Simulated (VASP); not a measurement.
# CdSe (Cadmoselite) (P6_3mc) in VASP: notebook, part 2 of 2

VASP 6.6.1. Earlier steps stand in the parts before.

## 4. Relaxation of cell and atoms, RPBE

This run uses another cell than the first one, of 28.10 Å³/atom, 0.905 times its volume.

INCAR reads:

```
ALGO = Normal ; EDIFF = 1E-7
EDIFFG = -0.01 ; ENCUT = 500
GGA = RP ; GGA_COMPAT = F
IBRION = 2 ; ISIF = 3
ISMEAR = 0 ; LASPH = T
LCHARG = F ; LREAL = F
LWAVE = F ; NELM = 120
NELMIN = 4 ; NSW = 50
PREC = Accurate ; SIGMA = 0.01
```

KPOINTS reads:

```
k-points
0
Gamma
  6 6 4
```

POSCAR reads:

```
CdSe
1.0
    4.3000000000      0.0000000000      0.0000000000
   -2.1500000000      3.7239090000      0.0000000000
    0.0000000000      0.0000000000      7.0200000000
Cd Se
2 2
Direct
    0.3333333333      0.6666666667      0.0000000000
    0.6666666667      0.3333333333      0.5000000000
    0.3333333333      0.6666666667      0.3850000000
    0.6666666667      0.3333333333      0.8850000000
```

Potentials or basis: VASP PAW PBE potentials, release 64 (Cd, Se).

Started as:

```bash
$ cat potpaw_PBE.64/Cd/POTCAR potpaw_PBE.64/Se/POTCAR > POTCAR
$ mpirun -np 1 vasp_std > vasp.out
```

OUTCAR:

```text
EDIFF = 1E-7
   EDIFFG = -0.01
   ENCUT = 500
   GGA = RP
   IBRION = 2
   ISIF = 3
   ISMEAR = 0
   LASPH = T
   LREAL = F
   NELM = 120
   NELMIN = 4
   NSW = 50
   PREC = Accurate

 ion  position               nearest neighbor table
   1  0.333  0.667  0.000-   4 2.61   4 2.61   4 2.61   3 2.70
   2  0.667  0.333  0.500-   3 2.61   3 2.61   3 2.61   4 2.70
   3  0.333  0.667  0.385-   2 2.61   2 2.61   2 2.61   1 2.70
   4  0.667  0.333  0.885-   1 2.61   1 2.61   1 2.61   2 2.70

  LATTYP: Found a hexagonal cell.
 ALAT       =     4.3000000000
 C/A-ratio  =     1.6325581395

  Lattice vectors:

 A1 = (   4.3000000000,   0.0000000000,   0.0000000000)
 A2 = (  -2.1500000000,   3.7239090000,   0.0000000000)
 A3 = (   0.0000000000,   0.0000000000,   7.0200000000)
[... 185 lines left out ...]
  --------------------------------------------------------------------------------------
  -------------------------------------------------------------------------------------
  Total        4.2598688      4.2598683      2.6876225      0.0000000      0.0000000      0.0000000
  in kB       60.7158638     60.7158561     38.3066543      0.0000000      0.0000000      0.0000000
  external PRESSURE =      53.2461247 kB  Pullay stress =       0.0000000 kB
[... 253 lines left out ...]
--------------------------------------- Ionic step        8  -------------------------------------------

 number of electron      36.0000009 magnetization

 Free energy of the ion-electron system (eV)
  ---------------------------------------------------
  ext. energy  EPLUGINS =         0.00000000
  ---------------------------------------------------
  free energy    TOTEN  =        -9.75046817 eV

  energy without entropy =       -9.75046817  energy(sigma->0) =       -9.75046817

 E-fermi :   0.4131     XC(G=0):  -8.1682

 val. band max:        0.3172862205   @ k =   0.0000   0.0000   0.0000
 cond. band min:       0.9292583806   @ k =   0.0000   0.0000   0.0000
 fundamental gap:      0.6119721600
 Fermi energy:         0.4130741480

 k-point     1 :       0.0000    0.0000    0.0000
  band No.  band energies     occupation
      1     -11.7127      2.00000
      2     -11.4241      2.00000
      3      -7.3369      2.00000
      4      -7.3325      2.00000
      5      -7.3325      2.00000
      6      -7.2824      2.00000
[... 545 lines left out ...]
  FREE ENERGIE OF THE ION-ELECTRON SYSTEM (eV)
  ---------------------------------------------------
  free  energy   TOTEN  =        -9.7504681707 eV

  energy  without entropy=       -9.7504681707  energy(sigma->0) =       -9.75046817

 reached required accuracy - stopping structural energy minimisation
```

OSZICAR:

```text
N       E                     dE             d eps       ncg     rms          rms(c)
DAV:   1     0.244717230339E+03    0.24472E+03   -0.17158E+04   924   0.144E+03
DAV:   2     0.335917350937E+01   -0.24136E+03   -0.23654E+03  1026   0.347E+02
DAV:   3    -0.101407807910E+02   -0.13500E+02   -0.13461E+02  1098   0.813E+01
[... 85 lines left out ...]
DAV:   6    -0.975046689560E+01   -0.43905E-05   -0.11106E-05  1006   0.209E-02    0.524E-03
DAV:   7    -0.975046777903E+01   -0.88343E-06   -0.14386E-06  1020   0.833E-03    0.263E-03
DAV:   8    -0.975046803294E+01   -0.25391E-06   -0.38188E-07  1030   0.308E-03    0.680E-04
DAV:   9    -0.975046814818E+01   -0.11524E-06   -0.13639E-07   822   0.182E-03    0.518E-04
DAV:  10    -0.975046817069E+01   -0.22516E-07   -0.25718E-08   666   0.834E-04
   8 F= -.97504682E+01 E0= -.97504682E+01  d E =-.801833E-03
```

CONTCAR:

```text
CdSe
   1.00000000000000
     4.4523550335315054    0.0000000000000000    0.0000000000000000
    -2.2261775167657527    3.8558523047713589    0.0000000000000000
    -0.0000000000000000    0.0000000000000000    7.2577440672639444
  Cd              Se
     2     2
Direct
     0.3333333332999970    0.6666666667000030    0.0045135315537013
     0.6666666667000030    0.3333333332999970    0.5045135315537013
     0.3333333332999970    0.6666666667000030    0.3804864684462967
     0.6666666667000030    0.3333333332999970    0.8804864684462967

  0.00000000E+00  0.00000000E+00  0.00000000E+00
  0.00000000E+00  0.00000000E+00  0.00000000E+00
  0.00000000E+00  0.00000000E+00  0.00000000E+00
  0.00000000E+00  0.00000000E+00  0.00000000E+00
```

Run time: 2.4 min. Hardware: 1 thread of Intel Xeon Platinum 8488C (Sapphire Rapids), shared host; peak memory 0.25 GiB.

What came out:

```yaml
Free_energy: -9.7505 eV
Relaxed_volume: 31.15 Å³/atom
Relaxed_cell: a = 4.452 Å, b = 4.452 Å, c = 7.258 Å, α = 90.00°, β = 90.00°, γ = 120.00°
Space_group_after_relaxing_to_0.05_Å: P6_3mc (No. 186)
Energy_gained_by_relaxing: 50.5 meV/atom
Ionic_steps: 8
Pressure_after_relaxing: 0.0 GPa
Band_gap_on_the_k_mesh: 0.61 eV, direct
```

Step by step:
| step | energy change (eV) | largest force (eV/Å) | pressure (GPa) | volume (Å³) |
| --- | --- | --- | --- | --- |
| 1 | 0.0000 | 0.2980 | 5.32 | 112.41 |
| 2 | -0.1855 | 0.0432 | -1.09 | 128.28 |
| 3 | -0.1982 | 0.0794 | -0.01 | 124.65 |
| 4 | -0.1982 | 0.0765 | -0.09 | 124.91 |
| 5 | -0.1994 | 0.0580 | -0.07 | 124.85 |
| 6 | -0.2013 | 0.0006 | -0.01 | 124.66 |
| 7 | -0.2014 | 0.0187 | 0.01 | 124.61 |
| 8 | -0.2022 | 0.0013 | 0.01 | 124.60 |

Final structure:
```
Cd Se
1.0
     4.45236    0.00000    0.00000
    -2.22618    3.85585    0.00000
     0.00000    0.00000    7.25774
Cd Se
2 2
Direct
  0.33333 0.66667 0.00451
  0.66667 0.33333 0.50451
  0.33333 0.66667 0.38049
  0.66667 0.33333 0.88049
```

Caveat: the PAW data sets were made with another functional, which shifts forces and pressure a little; the volume moved by +11 % from the deposited cell, more than functionals usually miss. RPBE and its kin give volumes clearly too large for solids.

## 5. Summary

| task | level | cell | gap on the mesh (eV) | pressure (GPa) | relaxed volume (Å³/atom) | largest force (eV/Å) |
| --- | --- | --- | --- | --- | --- | --- |
| single point | RPBE | a = 4.445, b = 4.445, c = 7.255 Å, angles 90.0, 90.0, 120.0°, 4 atoms | 0.62 | 0.2 | - | 0.01 |
| relaxation of cell and atoms | revPBE+D3(BJ) | relaxed from a = 4.300, b = 4.300, c = 7.020 Å, angles 90.0, 90.0, 120.0°, 4 atoms | 0.77 | 0.0 | 28.43 | 0.01 |
| relaxation of cell and atoms | RPBE | relaxed from a = 4.300, b = 4.300, c = 7.020 Å, angles 90.0, 90.0, 120.0°, 4 atoms | 0.61 | 0.0 | 31.15 | - |

Alike in all rows: potentials or basis VASP PAW PBE potentials, release 64 (Cd, Se); no spin polarisation; k mesh 6 × 6 × 4; cutoff (eV) 500; smearing gaussian 0.01 eV.

Caveats: the PAW data sets were made with another functional, which shifts forces and pressure a little; the volume moved by +11 % from the deposited cell, more than functionals usually miss (some runs).

Total energies depend on the potentials used, so only differences within one code and one set of settings carry meaning.

## 6. Comparison with measurements

Step 2. Against the measured gap of CdSe, 1.841 eV (2 K; a printed reference work, data compilation), the calculated 0.62 eV is off by -1.22 eV. So large a miss can be the level of theory's own, or it may mean another phase, state or a wrong row. Spin-orbit coupling on Cd, Se is left out. The value is that of RPBE, without temperature or zero-point motion. Semilocal functionals fall short of measured gaps as a rule.
